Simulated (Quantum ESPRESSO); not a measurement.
Write the native input for Quantum ESPRESSO 7.5 that does the following.

| Property | Result |
| --- | --- |
| Task | band structure |
| Functional | PBE |
| Potentials or basis | PseudoDojo 0.5 SR PBE standard |
| Cutoff | 1143 eV |
| Density cutoff | 4572 eV |
| k mesh | 9 × 9 × 9 |
| Occupations | fermi-dirac, width 0.05 eV |
| Spin | no spin polarisation |
| Mixing beta | 0.5 |
| Most SCF iterations | 120 |
| SCF threshold | 4e-10 Ry |

Crystal: HfN.

```
Hf N
1.0
     2.82503    0.00000    0.00000
     0.00000    2.82503    0.00000
     0.00000    0.00000    2.82503
Hf N
1 1
Direct
  0.50000 0.50000 0.50000
  0.00000 0.00000 0.00000
```

The cell was built by a generator and needn't be a form met in nature.

The input as run:

pw.in

```
&CONTROL
  calculation = 'scf'
  prefix = 'pwscf'
  outdir = './tmp'
  pseudo_dir = './pseudo'
  tprnfor = .true.
  tstress = .true.
  disk_io = 'low'
/
&SYSTEM
  ibrav = 0
  A = 2.82503
  nat = 2
  ntyp = 2
  ecutwfc = 84
  nbnd = 15
  occupations = 'smearing'
  smearing = 'fd'
  degauss = 0.00367493
/
&ELECTRONS
  conv_thr = 4d-10
  electron_maxstep = 120
  mixing_beta = 0.5
/
ATOMIC_SPECIES
Hf   178.4900 Hf.upf
N     14.0070 N.upf
CELL_PARAMETERS alat
   1.0000000000    0.0000000000    0.0000000000
   0.0000000000    1.0000000000    0.0000000000
   0.0000000000    0.0000000000    1.0000000000
ATOMIC_POSITIONS alat
Hf     0.5000000000    0.5000000000    0.5000000000
N      0.0000000000    0.0000000000    0.0000000000
K_POINTS automatic
9 9 9 0 0 0
```

bands.in

```
&CONTROL
  calculation = 'bands'
  prefix = 'pwscf'
  outdir = './tmp'
  pseudo_dir = './pseudo'
  disk_io = 'low'
  verbosity = 'high'
/
&SYSTEM
  ibrav = 0
  A = 2.82503
  nat = 2
  ntyp = 2
  ecutwfc = 84
  nbnd = 15
  occupations = 'smearing'
  smearing = 'fd'
  degauss = 0.00367493
/
&ELECTRONS
  conv_thr = 1d-08
  electron_maxstep = 120
  mixing_beta = 0.5
  diago_full_acc = .true.
/
ATOMIC_SPECIES
Hf   178.4900 Hf.upf
N     14.0070 N.upf
CELL_PARAMETERS alat
   1.0000000000    0.0000000000    0.0000000000
   0.0000000000    1.0000000000    0.0000000000
   0.0000000000    0.0000000000    1.0000000000
ATOMIC_POSITIONS alat
Hf     0.5000000000    0.5000000000    0.5000000000
N      0.0000000000    0.0000000000    0.0000000000
K_POINTS crystal
60
 0.0000000000  0.0000000000  0.0000000000 1
 0.0000000000  0.0714285714  0.0000000000 1
 0.0000000000  0.1428571429  0.0000000000 1
 0.0000000000  0.2142857143  0.0000000000 1
 0.0000000000  0.2857142857  0.0000000000 1
 0.0000000000  0.3571428571  0.0000000000 1
 0.0000000000  0.4285714286  0.0000000000 1
 0.0000000000  0.5000000000  0.0000000000 1
 0.0714285714  0.5000000000  0.0000000000 1
 0.1428571429  0.5000000000  0.0000000000 1
 0.2142857143  0.5000000000  0.0000000000 1
 0.2857142857  0.5000000000  0.0000000000 1
 0.3571428571  0.5000000000  0.0000000000 1
 0.4285714286  0.5000000000  0.0000000000 1
 0.5000000000  0.5000000000  0.0000000000 1
 0.4545454545  0.4545454545  0.0000000000 1
 0.4090909091  0.4090909091  0.0000000000 1
 0.3636363636  0.3636363636  0.0000000000 1
 0.3181818182  0.3181818182  0.0000000000 1
 0.2727272727  0.2727272727  0.0000000000 1
 0.2272727273  0.2272727273  0.0000000000 1
 0.1818181818  0.1818181818  0.0000000000 1
 0.1363636364  0.1363636364  0.0000000000 1
 0.0909090909  0.0909090909  0.0000000000 1
 0.0454545455  0.0454545455  0.0000000000 1
 0.0000000000  0.0000000000  0.0000000000 1
 0.0357142857  0.0357142857  0.0357142857 1
 0.0714285714  0.0714285714  0.0714285714 1
 0.1071428571  0.1071428571  0.1071428571 1
 0.1428571429  0.1428571429  0.1428571429 1
 0.1785714286  0.1785714286  0.1785714286 1
 0.2142857143  0.2142857143  0.2142857143 1
 0.2500000000  0.2500000000  0.2500000000 1
 0.2857142857  0.2857142857  0.2857142857 1
 0.3214285714  0.3214285714  0.3214285714 1
 0.3571428571  0.3571428571  0.3571428571 1
 0.3928571429  0.3928571429  0.3928571429 1
 0.4285714286  0.4285714286  0.4285714286 1
 0.4642857143  0.4642857143  0.4642857143 1
 0.5000000000  0.5000000000  0.5000000000 1
 0.4545454545  0.5000000000  0.4545454545 1
 0.4090909091  0.5000000000  0.4090909091 1
 0.3636363636  0.5000000000  0.3636363636 1
 0.3181818182  0.5000000000  0.3181818182 1
 0.2727272727  0.5000000000  0.2727272727 1
 0.2272727273  0.5000000000  0.2272727273 1
 0.1818181818  0.5000000000  0.1818181818 1
 0.1363636364  0.5000000000  0.1363636364 1
 0.0909090909  0.5000000000  0.0909090909 1
 0.0454545455  0.5000000000  0.0454545455 1
 0.0000000000  0.5000000000  0.0000000000 1
 0.5000000000  0.5000000000  0.0000000000 1
 0.5000000000  0.5000000000  0.0625000000 1
 0.5000000000  0.5000000000  0.1250000000 1
 0.5000000000  0.5000000000  0.1875000000 1
 0.5000000000  0.5000000000  0.2500000000 1
 0.5000000000  0.5000000000  0.3125000000 1
 0.5000000000  0.5000000000  0.3750000000 1
 0.5000000000  0.5000000000  0.4375000000 1
 0.5000000000  0.5000000000  0.5000000000 1
```

Potentials or basis: PseudoDojo 0.5 SR PBE standard.

Launch:

```sh
$ OMP_NUM_THREADS=1 pw.x -in pw.in > pw.out
$ OMP_NUM_THREADS=1 pw.x -in bands.in > bands.out
```

It gave:

```
Pressure               : -0.4 GPa
Band gap on the k mesh : none (metal or under the smearing width)
```

Caveat: spin-orbit coupling is left out, which moves the levels of the heavy elements.

It took 17 s on 1 thread of Arm Neoverse V2 (shared host), peak memory 0.1 GiB.
